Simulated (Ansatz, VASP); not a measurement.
**Two plane-wave programs on NaI**

```
Na I
1.0
     0.00000    3.23339    3.23339
     3.23339    0.00000    3.23339
     3.23339    3.23339    0.00000
Na I
1 1
Direct
  0.00000 0.00000 0.00000
  0.50000 0.50000 0.50000
```

Alike in both runs: functional r2SCAN; k mesh 6 × 6 × 6; occupations gaussian, width 0.02 eV; no spin polarisation.

Ansatz relaxed the structure, and its values are those at the end. VASP's run is a single point on that final structure, the one shown.

|  | VASP | Ansatz |
| --- | --- | --- |
| version | VASP 6.6.1 | Ansatz 0.2.0 |
| potentials or method | VASP PAW PBE potentials, release 64 (Na_pv, I) | scalar-relativistic, plane waves, PAW |
| plane-wave cutoff (eV) | 520 | 500 |
| valence electrons in the cell | 14 | 26 |

|  | VASP | Ansatz | Ansatz less VASP |
| --- | --- | --- | --- |
| gap on the k mesh at the Fermi level (eV) | 4.45 | 4.44 | -0.009 |
| least direct gap on the mesh (eV) | 4.45 | 4.44 | -0.009 |
| pressure (GPa) | -0.1 | 0.0 | +0.09 |

The functional is the same, so the differences come from potentials, cutoffs and numerics. The two sets of potentials don't hold the same shells in valence.

Caveats: the PAW data sets were made with another functional, which shifts forces and pressure a little (VASP); spin-orbit coupling is left out, which moves the levels of the heavy elements. r2SCAN opens gaps a little over a GGA but as a rule still falls short of measured ones.
